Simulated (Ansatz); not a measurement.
# KBr (Fm-3m) in Ansatz: notebook

Aim: see how the results for KBr move with the level of theory and the settings. Levels: rPW86-PBE+rVV10, HSE03. Tasks: density of states, single point, equation of state.

All numbers are computed with Ansatz 0.2.0; they aren't measurements. Logs are shortened: lines on timing, memory, paths and dates and some standing lists are left out, and cuts for length are marked.

## Step 1: The crystal as given

It takes space group Fm-3m (No. 225, cubic). The conventional cell has a = 6.600 Å, b = 6.600 Å, c = 6.600 Å, α = 90.00°, β = 90.00°, γ = 90.00°. Br (site symmetry m-3m) is surrounded by 6 K at 3.30 Å. K (site symmetry m-3m) is surrounded by 6 Br at 3.30 Å.

## Step 2: Density of states, rPW86-PBE+rVV10 (volume scaled by 0.88)

The input, input.yaml:

```yaml
crystal:
  lattice: { a: 6.32467421, b: 6.32467421, c: 6.32467421, alpha: 90.0, beta: 90.0, gamma: 90.0 }
  space_group: 225
  reduce_to_primitive: true
  atoms:
    - { symbol: Br, wyckoff: "4b", position: [0.5, 0.0, 0.0] }
    - { symbol: K, wyckoff: "4a", position: [0.0, 0.0, 0.0] }
hamiltonian:
  xc: { exchange: rpw86, correlation: pbe }
  pseudopotentials: { kind: paw, source: jth }
  dispersion: rvv10
kpoints:
  mp_grid: { grid: [7, 7, 7] }
scf:
  occupations: { method: fixed }
  n_extra_bands: 6
output:
  forces: true
  stress: true
  eigenvalues: true
  dos: { projected: false, de: 0.05, nscf_kmesh: { grid: [11, 11, 11] } }
```

Potentials or basis: JTH PAW.

Command:

```
ansatz run input.yaml --threads 1 --pin off --max-ram 2560MiB --backend cpu --events-out ev --progress --plain --runs-dir out
```

Log:

```text
Warning: the checks of this Br dataset prove no rule for summing its radial tables, as where they were carried onto another mesh than they were made on, and Gregory's rule is taken, under which a leading mesh point left out moves its sums only by what lay on the interval it spanned. That does not make them correct, and they differ from Quantum ESPRESSO's on this file; a re-export a fraction of a mesh step off can move them. hamiltonian.pseudopotentials.radial_quadrature: simpson_from_first_knot sums it by `pw.x`'s rule; on a PAW file no value gives `pw.x`'s numbers. What more to know: hamiltonian.pseudopotentials.radial_quadrature, in the input reference
Warning: the checks of this K dataset prove no rule for summing its radial tables, as where they were carried onto another mesh than they were made on, and Gregory's rule is taken, under which a leading mesh point left out moves its sums only by what lay on the interval it spanned. That does not make them correct, and they differ from Quantum ESPRESSO's on this file; a re-export a fraction of a mesh step off can move them. hamiltonian.pseudopotentials.radial_quadrature: simpson_from_first_knot sums it by `pw.x`'s rule; on a PAW file no value gives `pw.x`'s numbers. What more to know: hamiltonian.pseudopotentials.radial_quadrature, in the input reference
Warning: RAYON_NUM_THREADS=1 ignored (pool sized by the plan → 1); use --threads N
crystal.space_group: 225 is read as Fm-3m: the typed cell holds Br4K4 (Br 4b, K 4a). Least distances (Å): Br–Br 4.472, Br–K 3.162, K–K 4.472
crystal.space_group generates its sites in this order, which a site index counts, at these fractional coordinates of the primitive cell where crystal.reduce_to_primitive is true, and else of the cell that is read (crystal.supercell repeats the list replica by replica, and crystal.defects acts on that): 0: Br [0.500000, 0.500000, 0.500000]; 1: K [0.000000, 0.000000, 0.000000];
scf.n_extra_bands = 6 over 8 filled bands (N_el = 16.0): the run solves 14 bands
Engine: ansatz 0.2.0, x86_64-unknown-linux-gnu
Pseudopotentials: kind: paw
Pseudopotential: Br, paw, valence charge 7, recommended cutoff 300 eV (normal), Br.paw.azcp
Pseudopotential: K, paw, valence charge 9, recommended cutoff 690 eV (normal), K.paw.azcp
Functional definition: unnamed
  exchange = rpw86_x
  correlation = pbe_c + rvv10(6.3, 0.0093)
Crystal: 2 atoms, lattice volume = 63.249 Å³
Basis set: ecut = 690 eV, 2637 PW (Γ), exchange–correlation on 96×96×96 points (8 copies of the dense FFT grid, shifted against one another)
Bands: 14, of which v1, the nominal top of the filled ones, is band 8 counted from 1 (7 counted from 0)
Symmetry: 48 space group operations
Space group: Fm-3m (ITA 225), of the structure as read, at distance tolerance 4.0e-5 Å
k-points: 20 of 343
Non-local potential: Br, projectors of the file, l = 0: 2, l = 1: 2
Non-local potential: K, projectors of the file, l = 0: 2, l = 1: 2, l = 2: 1
PAW form: soft (Blöchl's): semilocal exchange-correlation on the pseudo side does not see the compensation charge
rVV10 density: all electrons in the spheres
PAW frozen core: K, regenerated for the run's functional, and the local potential with it (the file was generated under x = pbe(κ = 0.804, μ = 0.2195149727645171), c = pbe(β = 0.06672455060314922))
PAW one-centre angular grid: Br, 110 points (default); XC on 96 Gauss nodes
PAW one-centre angular grid: K, 110 points (default); XC on 64 Gauss nodes
Initial density: superposition of atomic densities (chi_scale 0.1, normalization cell, long waves kept (reshape's long-wave potential 0.00 eV rms))
Initial wavefunctions: pseudopotential atomic-orbital guess
Functional: x = rpw86, c = pbe(β = 0.06672455060314922) + rvv10(b = 6.3, C = 0.0093)
SCF iter   1: F=—  HF=-4369.306361 eV  |F-HF|=—  |Δ(HF+E_count)|=         —  Δρ=3.89e-2  dr2=1.54e0  ethr=3.10e-3  ⟨swp⟩=6.5  Hψ=1683  notcnv=0  defer=75
preconditioner: auto → none  [insulator: Δε(μ)=3.552 eV  Ē_g=15.633 eV  n_scr=14 (ndim 8)  ℏωp=17.5 eV  f_vac=0.000  ε∞_Penn≈2.2]
SCF iter   2: F=—  HF=-4368.695967 eV  |F-HF|=—  |Δ(HF+E_count)|=   6.10e-1  Δρ=1.03e-2  dr2=6.88e-2  ethr=3.10e-3  ⟨swp⟩=4.0  Hψ=812  notcnv=0  defer=77
SCF iter   3: F=—  HF=-4368.680535 eV  |F-HF|=—  |Δ(HF+E_count)|=   1.54e-2  Δρ=6.02e-3  dr2=1.29e-2  ethr=4.30e-4  ⟨swp⟩=2.7  Hψ=409  notcnv=0  defer=78
SCF iter   4: F=—  HF=-4368.682288 eV  |F-HF|=—  |Δ(HF+E_count)|=   1.75e-3  Δρ=1.69e-3  dr2=2.19e-3  ethr=8.05e-5  ⟨swp⟩=4.0  Hψ=528  notcnv=0  defer=78
SCF iter   5: F=—  HF=-4368.681663 eV  |F-HF|=—  |Δ(HF+E_count)|=   6.25e-4  Δρ=3.00e-4  dr2=2.31e-5  ethr=1.37e-5  ⟨swp⟩=2.3  Hψ=365  notcnv=0  defer=78
SCF iter   6: F=—  HF=-4368.681721 eV  |F-HF|=—  |Δ(HF+E_count)|=   5.84e-5  Δρ=5.10e-5  dr2=4.10e-7  ethr=1.44e-7  ⟨swp⟩=3.0  Hψ=454  notcnv=0  defer=78
SCF iter   7: F=-4368.681721 eV  HF=-4368.681721 eV  |F-HF|=1.86e-8  |Δ(HF+E_count)|=   8.03e-8  Δρ=1.69e-5  dr2=7.52e-8  ethr=6.25e-10  ⟨swp⟩=15.4  Hψ=2959  notcnv=0
SCF 1 converged in 7 iterations: F = -4368.681721 eV  dr2 = 7.52e-8
NSCF: frozen V_eff on 56 k-points
SCF converged after 7 iterations
Free energy (F): -4368.681721 eV
Harris-Foulkes:  -4368.681721 eV  (|F-HF|=1.86e-8)
Internal energy: -4368.681721 eV  (E = F + TS)
E sigma→0 (E₀):  -4368.681721 eV
Fermi energy:    1.987183 eV
--- Per-component energies (eV) ---
  E_band       = -118.299903
  E_kinetic    = 359.746384
  E_local      = -826.052994  (includes V_loc(G=0)·N_el)
  E_nonlocal   = 153.765299
  E_hartree    = 249.162281
  E_xc         = -276.182092
  E_vxc        = -264.979420  (∫ρ·V_xc dr)
  E_paw        = -3194.288681  (= ΣΔE_a)
  E_vpaw       = -39.100228  (= ΣTr[D̂ρ^β])
  E_aug_tail   = 0.000011  (compensation charges beyond the density's cutoff)
  E_ewald      = -834.810839
  E_core_change = -0.021090  (= ΣΔE_core)
  E_smearing   = -0.000000  (= −TS)
  E_closure    = 0.000000  (closes the sum)
  Σ components = -4368.681721   (vs F -4368.681721, Δ=0.00e0)
--- Forces (eV/Å), atoms counted from 1 ---
  atom   1  Br     0.00000000     0.00000000    -0.00000000
  atom   2  K      0.00000000     0.00000000    -0.00000000
  max |Σ_I F_I| component: 3.35e-30 eV/Å
--- Stress (GPa, compression-positive) ---
        2.543643       0.000000       0.000000
        0.000000       2.543643       0.000000
        0.000000       0.000000       2.543643
  P = ⅓ Tr σ = 2.5436 GPa (25.436 kbar)
--- Band table (eV; the first three rows and the last of 20) ---
  k-point 0: bands = ["-25.5482", "-10.5635", "-9.0168", "-9.0168", "-9.0168", "1.9872", "1.9872", "1.9872", "6.3759", "9.3454", "9.3454", "9.3454", "10.3684", "10.3684"]
  k-point 1: bands = ["-25.5460", "-10.6093", "-9.0184", "-9.0184", "-8.9516", "1.6056", "1.8910", "1.8910", "6.9649", "9.2206", "9.6218", "9.6218", "10.6966", "10.6966"]
  k-point 2: bands = ["-25.5410", "-10.7014", "-9.0221", "-9.0221", "-8.8147", "0.9396", "1.6895", "1.6895", "7.9657", "9.4679", "10.3814", "10.3814", "11.5668", "11.5668"]
  k-point 19: bands = ["-25.5333", "-10.5623", "-9.1367", "-9.0945", "-8.8915", "1.1132", "1.2048", "1.4420", "8.8124", "9.6763", "10.6060", "11.3275", "12.6731", "12.8124"]
```

Run time: 3.1 s. Hardware: 1 thread of AMD EPYC 9B45 (Zen 5), shared host; peak memory 0.48 GiB.

What came out:

```yaml
Free_energy: -4368.6817 eV
Pressure: 2.5 GPa
Band_gap_on_the_k_mesh: 4.39 eV, direct
```

States per cell in windows of 0.5 eV (zero at the valence-band top; states under -8 eV left out):
```
from (eV)  total
     -8.0   0.00
     -7.5   0.00
     -7.0   0.00
     -6.5   0.00
     -6.0   0.00
     -5.5   0.00
     -5.0   0.00
     -4.5   0.00
     -4.0   0.00
     -3.5   0.00
     -3.0   0.00
     -2.5   0.00
     -2.0   0.02
     -1.5   1.56
     -1.0   2.17
     -0.5   2.24
      0.0   0.00
      0.5   0.00
      1.0   0.00
      1.5   0.00
      2.0   0.00
      2.5   0.00
      3.0   0.00
      3.5   0.00
      4.0   0.00
      4.5   0.03
      5.0   0.09
      5.5   0.38
      6.0   0.75
      6.5   1.12
      7.0   0.65
      7.5   1.03
```

Caveat: odd divisions of the mesh miss points on the zone boundary, where band edges often lie, so the gap on the mesh can be too wide.

## Step 3: Single point, HSE03, 33.78 Å³/atom (volume scaled by 0.94)

The input, input.yaml:

```yaml
crystal:
  lattice:
    - [0.0, 3.2326341588, 3.2326341588]
    - [3.2326341588, 0.0, 3.2326341588]
    - [3.2326341588, 3.2326341588, 0.0]
  atoms:
    - { symbol: Br, position: [0.5, 0.5, 0.5] }
    - { symbol: K, position: [0.0, 0.0, 0.0] }
hamiltonian:
  xc: { exchange: pbe, correlation: pbe, exx: { coeff: 0.25, omega: 0.3 } }
  pseudopotentials: { kind: paw }
kpoints:
  mp_grid: { grid: [4, 4, 4] }
scf:
  occupations: { method: gaussian, width: 0.1 }
output:
  forces: true
  stress: true
  eigenvalues: true
```

Potentials or basis: Ansatz PAW.

Command:

```
ansatz run input.yaml --threads 1 --pin off --max-ram 2560MiB --backend cpu --events-out ev --progress --plain --runs-dir out
```

Run time: 6.2 s. Hardware: 1 thread of AMD EPYC 9B45 (Zen 5), shared host; peak memory 0.69 GiB.

It converged, with:

| Item | Value |
| --- | --- |
| Free energy | -4327.3066 eV |
| Pressure | 1.7 GPa |
| Band gap on the k mesh | 5.56 eV, direct |

Caveat: the k mesh is coarse (spacing up to 0.42 Å⁻¹), so the values aren't converged, least of all with exact exchange; the PAW data sets come from PBE, with cores solved anew for the run's functional, which leaves a small shift of forces and pressure; the thresholds are loose for stress.

## Step 4: Single point, HSE03, 34.50 Å³/atom (volume scaled by 0.96)

input.yaml, as its differences from that of step 3:

```diff
@@ -2,5 +2,5 @@
   lattice:
-    - [0.0, 3.2326341588, 3.2326341588]
-    - [3.2326341588, 0.0, 3.2326341588]
-    - [3.2326341588, 3.2326341588, 0.0]
+    - [0.0, 3.2553999381, 3.2553999381]
+    - [3.2553999381, 0.0, 3.2553999381]
+    - [3.2553999381, 3.2553999381, 0.0]
   atoms:
@@ -19 +19,5 @@
   eigenvalues: true
+  write_density: true
+  write_potential: true
+  elf: true
+  volumetric_format: npy
```

Command:

```
ansatz run input.yaml --threads 1 --pin off --max-ram 2560MiB --backend cpu --events-out ev --progress --plain --runs-dir out
```

It took 6.2 s on 1 thread of AMD EPYC 9B45 (Zen 5), shared host; peak memory 0.7 GiB.

Results (log left out):

- Free energy: -4327.3194 eV
- Pressure: 1.2 GPa
- Band gap on the k mesh: 5.50 eV, direct

Caveat: the PAW data sets come from PBE, with cores solved anew for the run's functional, which leaves a small shift of forces and pressure; the thresholds are loose for stress.

## Step 5: Single point, HSE03, 35.22 Å³/atom (volume scaled by 0.98)

input.yaml, as its differences from that of step 4:

```diff
@@ -2,5 +2,5 @@
   lattice:
-    - [0.0, 3.2553999381, 3.2553999381]
-    - [3.2553999381, 0.0, 3.2553999381]
-    - [3.2553999381, 3.2553999381, 0.0]
+    - [0.0, 3.2778516817, 3.2778516817]
+    - [3.2778516817, 0.0, 3.2778516817]
+    - [3.2778516817, 3.2778516817, 0.0]
   atoms:
@@ -19,5 +19 @@
   eigenvalues: true
-  write_density: true
-  write_potential: true
-  elf: true
-  volumetric_format: npy
```

Command:

```
ansatz run input.yaml --threads 1 --pin off --max-ram 2560MiB --backend cpu --events-out ev --progress --plain --runs-dir out
```

It took 6.6 s on 1 thread of AMD EPYC 9B45 (Zen 5), shared host; peak memory 0.72 GiB.

It converged, with:

| Property | Result |
| --- | --- |
| Free energy | -4327.3285 eV |
| Pressure | 0.8 GPa |
| Band gap on the k mesh | 5.43 eV, direct |

Caveat: the PAW data sets come from PBE, with cores solved anew for the run's functional, which leaves a small shift of forces and pressure; the thresholds are loose for stress.

## Step 6: Single point, HSE03, 35.94 Å³/atom

input.yaml, as its differences from that of step 5:

```diff
@@ -2,5 +2,5 @@
   lattice:
-    - [0.0, 3.2778516817, 3.2778516817]
-    - [3.2778516817, 0.0, 3.2778516817]
-    - [3.2778516817, 3.2778516817, 0.0]
+    - [0.0, 3.3, 3.3]
+    - [3.3, 0.0, 3.3]
+    - [3.3, 3.3, 0.0]
   atoms:
```

Potentials or basis: Ansatz PAW.

Command:

```
ansatz run input.yaml --threads 1 --pin off --max-ram 2560MiB --backend cpu --events-out ev --progress --plain --runs-dir out
```

It took 6.7 s on 1 thread of AMD EPYC 9B45 (Zen 5), shared host; peak memory 0.73 GiB.

The run converged. Its results:

* Free energy: -4327.3343 eV
* Pressure: 0.5 GPa
* Band gap on the k mesh: 5.37 eV, direct

Caveat: the PAW data sets come from PBE, with cores solved anew for the run's functional, which leaves a small shift of forces and pressure; the thresholds are loose for stress.

## Step 7: Single point, HSE03, 36.66 Å³/atom (volume scaled by 1.02)

input.yaml, as its differences from that of step 6:

```diff
@@ -2,5 +2,5 @@
   lattice:
-    - [0.0, 3.3, 3.3]
-    - [3.3, 0.0, 3.3]
-    - [3.3, 3.3, 0.0]
+    - [0.0, 3.3218549415, 3.3218549415]
+    - [3.3218549415, 0.0, 3.3218549415]
+    - [3.3218549415, 3.3218549415, 0.0]
   atoms:
```

Command:

```
ansatz run input.yaml --threads 1 --pin off --max-ram 2560MiB --backend cpu --events-out ev --progress --plain --runs-dir out
```

Run time: 7.1 s. Hardware: 1 thread of AMD EPYC 9B45 (Zen 5), shared host; peak memory 0.74 GiB.

Results (log left out):

- Free energy: -4327.3371 eV
- Pressure: 0.2 GPa
- Band gap on the k mesh: 5.32 eV, direct

Caveat: the PAW data sets come from PBE, with cores solved anew for the run's functional, which leaves a small shift of forces and pressure; the thresholds are loose for stress.

## Step 8: Single point, HSE03, 37.37 Å³/atom (volume scaled by 1.04)

input.yaml, as its differences from that of step 7:

```diff
@@ -2,5 +2,5 @@
   lattice:
-    - [0.0, 3.3218549415, 3.3218549415]
-    - [3.3218549415, 0.0, 3.3218549415]
-    - [3.3218549415, 3.3218549415, 0.0]
+    - [0.0, 3.3434260326, 3.3434260326]
+    - [3.3434260326, 0.0, 3.3434260326]
+    - [3.3434260326, 3.3434260326, 0.0]
   atoms:
```

Command:

```
ansatz run input.yaml --threads 1 --pin off --max-ram 2560MiB --backend cpu --events-out ev --progress --plain --runs-dir out
```

It took 7 s on 1 thread of AMD EPYC 9B45 (Zen 5), shared host; peak memory 0.73 GiB.

The run converged. Its results:

| Property | Result |
| --- | --- |
| Free energy | -4327.3373 eV |
| Pressure | -0.1 GPa |
| Band gap on the k mesh | 5.26 eV, direct |

Caveat: the PAW data sets come from PBE, with cores solved anew for the run's functional, which leaves a small shift of forces and pressure; the thresholds are loose for stress.

## Step 9: Single point, HSE03, 38.09 Å³/atom (volume scaled by 1.06)

input.yaml, as its differences from that of step 8:

```diff
@@ -2,5 +2,5 @@
   lattice:
-    - [0.0, 3.3434260326, 3.3434260326]
-    - [3.3434260326, 0.0, 3.3434260326]
-    - [3.3434260326, 3.3434260326, 0.0]
+    - [0.0, 3.364722314, 3.364722314]
+    - [3.364722314, 0.0, 3.364722314]
+    - [3.364722314, 3.364722314, 0.0]
   atoms:
```

Potentials or basis: Ansatz PAW.

Command:

```
ansatz run input.yaml --threads 1 --pin off --max-ram 2560MiB --backend cpu --events-out ev --progress --plain --runs-dir out
```

Wall time 7.4 s (1 thread of AMD EPYC 9B45 (Zen 5), shared host); peak memory 0.75 GiB.

The run converged. Its results:

```yaml
Free_energy: -4327.3350 eV
Pressure: -0.4 GPa
Band_gap_on_the_k_mesh: 5.21 eV, direct
```

Caveat: the PAW data sets come from PBE, with cores solved anew for the run's functional, which leaves a small shift of forces and pressure; the thresholds are loose for stress.

## Step 10: Equation of state, HSE03

This step only gathers the single runs of the series.

Results:

```yaml
Equilibrium_volume: 37.06 Å³/atom
Bulk_modulus: 14.4 GPa
Pressure_derivative_of_the_bulk_modulus: 4.5
```

Energy against volume, from the lowest point:
```
volume (Å³/atom)  energy (meV/atom)
          33.781              15.33
          34.500               8.93
          35.218               4.41
          35.937               1.50
          36.656               0.08
          37.374               0.00
          38.093               1.12
```

Caveat: the k mesh is coarse (spacing up to 0.41 Å⁻¹), so the values aren't converged, least of all with exact exchange; the PAW data sets were made with another functional, which shifts forces and pressure a little.
